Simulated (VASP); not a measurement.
# PbSe (Clausthalite) (Fm-3m) in VASP: further runs

The runs below take PbSe (Clausthalite) through relaxation of the atoms, with PBE.

All numbers are computed with VASP 6.6.1; they aren't measurements. Logs are shortened: lines on timing, memory, paths and dates and some standing lists are left out, and cuts for length are marked.

### 1 The crystal as given

It takes space group Fm-3m (No. 225, cubic). The conventional cell has a = 6.205 Å, b = 6.205 Å, c = 6.205 Å, α = 90.00°, β = 90.00°, γ = 90.00°. Pb (site symmetry m-3m) is surrounded by 6 Se at 3.10 Å. Se (site symmetry m-3m) has 6 Pb at 3.10 Å as nearest neighbours.

### 2 Relaxation of the atoms, PBE (a relaxed cell with its volume scaled by 0.98)

File INCAR:

```
  PREC = Accurate
  ENCUT = 300
  EDIFF = 1E-7
  ISMEAR = 0
  SIGMA = 0.03
  LREAL = F
  LASPH = T
  NELM = 80
  ALGO = Normal
  ISIF = 2
  LWAVE = F
  LCHARG = F
  GGA = PE
  IBRION = 2
  NSW = 40
  EDIFFG = -0.01
```

File KPOINTS:

```
Automatic mesh
0
Gamma
  4 4 4
```

File POSCAR:

```
PbSe                                    
1.0
    0.0000000000      3.0818885576      3.0818885576
    3.0818885576      0.0000000000      3.0818885576
    3.0818885576      3.0818885576      0.0000000000
  Pb              Se            
     1     1
Direct
     0.0000000000000000    0.0000000000000000    0.0000000000000000
     0.5000000000000000    0.5000000000000000    0.5000000000000000
```

Potentials or basis: VASP PAW PBE potentials, release 64 (Pb, Se).

Command:

```
cat potpaw_PBE.64/Pb/POTCAR potpaw_PBE.64/Se/POTCAR > POTCAR
mpirun -np 1 vasp_std > vasp.out
```

OUTCAR:

```text
PREC = Accurate
   ENCUT = 300
   EDIFF = 1E-7
   ISMEAR = 0
   LREAL = F
   LASPH = T
   NELM = 80
   ISIF = 2
   GGA = PE
   IBRION = 2
   NSW = 40
   EDIFFG = -0.01

 ion  position               nearest neighbor table
   1  0.000  0.000  0.000-   2 3.08   2 3.08   2 3.08   2 3.08   2 3.08   2 3.08
   2  0.500  0.500  0.500-   1 3.08   1 3.08   1 3.08   1 3.08   1 3.08   1 3.08

  LATTYP: Found a face centered cubic cell.
 ALAT       =     6.1637771152

  Lattice vectors:

 A1 = (   0.0000000000,   3.0818885576,   3.0818885576)
 A2 = (   3.0818885576,   0.0000000000,   3.0818885576)
 A3 = (   3.0818885576,   3.0818885576,   0.0000000000)

Analysis of symmetry for initial positions (statically):
=====================================================================
 Subroutine PRICEL returns:
 Original cell was already a primitive cell.

 Routine SETGRP: Setting up the symmetry group for a
 face centered cubic supercell.

 Subroutine GETGRP returns: Found 48 space group operations
 (whereof 48 operations were pure point group operations)
 out of a pool of 48 trial point group operations.

The static configuration has the point symmetry O_h .

Analysis of symmetry for dynamics (positions and initial velocities):
=====================================================================
 Subroutine PRICEL returns:
 Original cell was already a primitive cell.

 Routine SETGRP: Setting up the symmetry group for a
 face centered cubic supercell.

 Subroutine GETGRP returns: Found 48 space group operations
 (whereof 48 operations were pure point group operations)
 out of a pool of 48 trial point group operations.

The dynamic configuration has the point symmetry O_h .

 Subroutine INISYM returns: Found 48 space group operations
 (whereof 48 operations are pure point group operations),
 and found     1 'primitive' translations

----------------------------------------------------------------------------------------

                                     Primitive cell

  volume of cell :      58.5438

  direct lattice vectors                    reciprocal lattice vectors
     0.000000000  3.081888558  3.081888558    -0.162238183  0.162238183  0.162238183
     3.081888558  0.000000000  3.081888558     0.162238183 -0.162238183  0.162238183
     3.081888558  3.081888558  0.000000000     0.162238183  0.162238183 -0.162238183

  length of vectors
     4.358448596  4.358448596  4.358448596     0.281004776  0.281004776  0.281004776

  position of ions in fractional coordinates (direct lattice)
     0.000000000  0.000000000  0.000000000
     0.500000000  0.500000000  0.500000000

  ion indices of the primitive-cell ions
   primitive index   ion index
                 1           1
                 2           2

----------------------------------------------------------------------------------------

 KPOINTS: Automatic mesh

Automatic generation of k-mesh.
 Grid dimensions read from file:
 generate k-points for:    4    4    4

 Generating k-lattice:

  Cartesian coordinates                     Fractional coordinates (reciprocal lattice)
    -0.040559546  0.040559546  0.040559546     0.250000000  0.000000000  0.000000000
     0.040559546 -0.040559546  0.040559546     0.000000000  0.250000000  0.000000000
     0.040559546  0.040559546 -0.040559546     0.000000000  0.000000000  0.250000000

  Length of vectors
     0.070251194  0.070251194  0.070251194

  Shift w.r.t. Gamma in fractional coordinates (k-lattice)
     0.000000000  0.000000000  0.000000000

 Subroutine IBZKPT returns following result:
 ===========================================

 Found      8 irreducible k-points:

 Following reciprocal coordinates:
            Coordinates               Weight
  0.000000  0.000000  0.000000      1.000000
  0.250000  0.000000  0.000000      8.000000
  0.500000  0.000000  0.000000      4.000000
  0.250000  0.250000  0.000000      6.000000
  0.500000  0.250000  0.000000     24.000000
 -0.250000  0.250000  0.000000     12.000000
  0.500000  0.500000  0.000000      3.000000
 -0.250000  0.500000  0.250000      6.000000
   k-points           NKPTS =      8   k-points in BZ     NKDIM =      8   number of bands    NBANDS=      9
   number of dos      NEDOS =    301   number of ions     NIONS =      2
   total plane-waves  NPLWV =  21952
   dimension x,y,z NGX =    28 NGY =   28 NGZ =   28
   dimension x,y,z NGXF=    56 NGYF=   56 NGZF=   56
   ions per type =               1   1
   NGX,Y,Z   is equivalent  to a cutoff of  10.68, 10.68, 10.68 a.u.
   NGXF,Y,Z  is equivalent  to a cutoff of  21.36, 21.36, 21.36 a.u.
 SYSTEM =  unknown system
   PREC   = accura    normal or accurate (medium, high low for compatibility)
   ISTART =      0    job   : 0-new  1-cont  2-samecut
   ICHARG =      2    charge: 1-file 2-atom 10-const
   ISPIN  =      1    spin polarized calculation?
   LNONCOLLINEAR =      F non collinear calculations
   LSORBIT =      F    spin-orbit coupling
   LASPH  =      T    aspherical Exc in radial PAW
   ENCUT  =  300.0 eV  22.05 Ry    4.70 a.u.   6.16  6.16  6.16*2*pi/ulx,y,z
   NELM   =     80;   NELMIN=  2; NELMDL= -5     # of ELM steps
   EDIFF  = 0.1E-06   stopping-criterion for ELM
   LREAL  =      F    real-space projection
   EDIFFG = -.1E-01   stopping-criterion for IOM
   NSW    =     40    number of steps for IOM
   IBRION =      2    ionic relax: 0-MD 1-quasi-New 2-CG
   NFREE  =      1    steps in history (QN), initial steepest desc. (CG)
   ISIF   =      2    stress and relaxation
   ISYM   =      2    0-nonsym 1-usesym 2-fastsym
   POTIM  = 0.5000    time-step for ionic-motion
   TEBEG  =    0.0;   TEEND  =   0.0 temperature during run
   PSTRESS=    0.0 pullay stress
   NELECT =      10.0000    total number of electrons
   NUPDOWN=      -1.0000    fix difference up-down
   EMIN   =  10.00;   EMAX   =-10.00  energy-range for DOS
   EFERMI =   0.00;   METHOD = LEGACY
   ISMEAR =     0;   SIGMA  =   0.03  broadening in eV -4-tet -1-fermi 0-gaus
   EFERMI_NEDOS =   21; number of points for ismear=-14 and -15
   IALGO  =     38    algorithm
   IMIX   =      4    mixing-type and parameters
     AMIX     =   0.40;   BMIX     =  1.00
     AMIX_MAG =   1.60;   BMIX_MAG =  1.00
  volume/ion in A,a.u.               =      29.27       197.54
  Fermi-wavevector in a.u.,A,eV,Ry     =   0.908339  1.716512 11.225888  0.825080
  Thomas-Fermi vector in A             =   2.032253
   LORBIT       =      0    0 simple, 1 ext, 2 COOP (PROOUT), +10 PAW based schemes
   GGA     = PE    functional components
   LHFCALC =     F    Hartree Fock is set to
   AEXX    =    0.0000 exact exchange contribution
   IVDW    =     0    specifies the selected vdW correction
   LEPSILON=     F    determine dielectric tensor
   LRPA    =     F    only Hartree local field effects (RPA)
 conjugate gradient relaxation of ions
 non-spin polarized calculation
 Gauss-broadening in eV      SIGMA  =   0.03
  energy-cutoff  :      300.00
  volume of cell :       58.54
 maximum number of plane-waves:       701
 NGX is ok and might be reduce to    28
   NGX = 13   NGY = 13   NGZ = 13

 number of electron      10.0000001 magnetization

 Free energy of the ion-electron system (eV)
  ---------------------------------------------------
  ext. energy  EPLUGINS =         0.00000000
  ---------------------------------------------------
  free energy    TOTEN  =        -8.21566347 eV

  energy without entropy =       -8.21566347  energy(sigma->0) =       -8.21566347

 E-fermi :   3.7805     XC(G=0):  -9.3537

 val. band max:        3.5882589612   @ k =   0.5000   0.0000   0.0000
 cond. band min:       3.9469880176   @ k =   0.5000   0.0000   0.0000
 fundamental gap:      0.3587290564
 Fermi energy:         3.7805216279

 k-point     1 :       0.0000    0.0000    0.0000
  band No.  band energies     occupation
      1      -9.8100      2.00000
      2      -2.7318      2.00000
      3       1.8245      2.00000
      4       1.8245      2.00000
      5       1.8245      2.00000
      6       8.2719      0.00000
      7       8.2719      0.00000
      8       8.2719      0.00000
      9      10.1309      0.00000

 k-point     2 :       0.2500    0.0000    0.0000
  band No.  band energies     occupation
      1      -9.3837      2.00000
      2      -3.9184      2.00000
      3       1.9713      2.00000
      4       1.9713      2.00000
      5       2.5938      2.00000
      6       5.7726      0.00000
      7       6.5321      0.00000
      8       6.5321      0.00000
      9      10.1440      0.00000

 k-point     3 :       0.5000    0.0000    0.0000
  band No.  band energies     occupation
      1      -8.7904      2.00000
      2      -5.0923      2.00000
      3       2.2005      2.00000
      4       2.2005      2.00000
      5       3.5883      2.00000
      6       3.9470      0.00000
      7       5.3469      0.00000
      8       5.3469      0.00000
      9      12.0588      0.00000

 k-point     4 :       0.2500    0.2500    0.0000
  band No.  band energies     occupation
      1      -9.2572      2.00000
      2      -3.7436      2.00000
      3       1.1152      2.00000
      4       1.1152      2.00000
      5       2.0316      2.00000
      6       5.9991      0.00000
      7       8.2224      0.00000
      8       8.3279      0.00000
      9       8.3279      0.00000

 k-point     5 :       0.5000    0.2500    0.0000
  band No.  band energies     occupation
      1      -8.6978      2.00000
      2      -4.5213      2.00000
      3       0.1288      2.00000
      4       1.1492      2.00000
      5       1.5260      2.00000
      6       6.5212      0.00000
      7       7.2725      0.00000
      8       7.9975      0.00000
      9       9.5355      0.00000

 k-point     6 :      -0.2500    0.2500    0.0000
  band No.  band energies     occupation
      1      -8.8686      2.00000
      2      -4.5557      2.00000
      3       0.2233      2.00000
      4       2.0658      2.00000
      5       2.8642      2.00000
      6       5.0047      0.00000
      7       5.8075      0.00000
      8       8.0449      0.00000
      9      11.5591      0.00000

 k-point     7 :       0.5000    0.5000    0.0000
  band No.  band energies     occupation
      1      -8.5839      2.00000
      2      -3.7481      2.00000
      3      -1.2038      2.00000
      4       0.5033      2.00000
      5       0.5033      2.00000
      6       7.3834      0.00000
      7       9.1402      0.00000
      8       9.1402      0.00000
      9       9.5678      0.00000

 k-point     8 :      -0.2500    0.5000    0.2500
  band No.  band energies     occupation
      1      -8.5221      2.00000
      2      -4.3421      2.00000
      3      -0.4723      2.00000
      4      -0.4723      2.00000
      5       2.8460      2.00000
      6       5.5118      0.00000
      7       8.5422      0.00000
      8       8.5422      0.00000
      9      11.2582      0.00000

------------------------ aborting loop because EDIFF is reached ----------------------------------------

  FORCE on cell =-STRESS in cart. coord.  units (eV):
  Direction    XX          YY          ZZ          XY          YZ          ZX
  --------------------------------------------------------------------------------------
  -------------------------------------------------------------------------------------
  Total        0.3756875      0.3756875      0.3756875      0.0000000      0.0000000      0.0000000
  in kB       10.2815017     10.2815017     10.2815017      0.0000000      0.0000000      0.0000000
  external PRESSURE =      10.2815017 kB  Pullay stress =       0.0000000 kB

 VOLUME and BASIS-vectors are now :
 -----------------------------------------------------------------------------
  energy-cutoff  :      300.00
  volume of cell :       58.54
      direct lattice vectors                 reciprocal lattice vectors
     0.000000000  3.081888558  3.081888558    -0.162238183  0.162238183  0.162238183
     3.081888558  0.000000000  3.081888558     0.162238183 -0.162238183  0.162238183
     3.081888558  3.081888558  0.000000000     0.162238183  0.162238183 -0.162238183

 POSITION                                       TOTAL-FORCE (eV/Angst)
 -----------------------------------------------------------------------------------
      0.00000      0.00000      0.00000         0.000000     -0.000000     -0.000000
      3.08189      3.08189      3.08189        -0.000000      0.000000      0.000000
 -----------------------------------------------------------------------------------
    total drift:                                0.000000      0.000000      0.000000

  FREE ENERGIE OF THE ION-ELECTRON SYSTEM (eV)
  ---------------------------------------------------
  free  energy   TOTEN  =        -8.2156634679 eV

  energy  without entropy=       -8.2156634679  energy(sigma->0) =       -8.21566347

 reached required accuracy - stopping structural energy minimisation
```

Run time: 5.7 s. Hardware: 1 thread of AMD EPYC 7R13 (Zen 3), shared host; peak memory 0.12 GiB.

What came out:

- Free energy: -8.2157 eV
- Pressure after relaxing: 1.0 GPa
- Band gap on the k mesh: 0.36 eV, direct

Final structure:
```
Pb Se
1.0
     0.00000    3.08189    3.08189
     3.08189    0.00000    3.08189
     3.08189    3.08189    0.00000
Pb Se
1 1
Cartesian
  0.0000 0.0000 0.0000
  3.0819 3.0819 3.0819
```

Caveat: the k mesh is coarse (spacing up to 0.44 Å⁻¹), so the values aren't converged; the relaxation stopped at its first step, so nothing moved; spin-orbit coupling is left out, which as a rule narrows the gap of such compounds by several tenths of an eV.

[end of part 1 of 2]
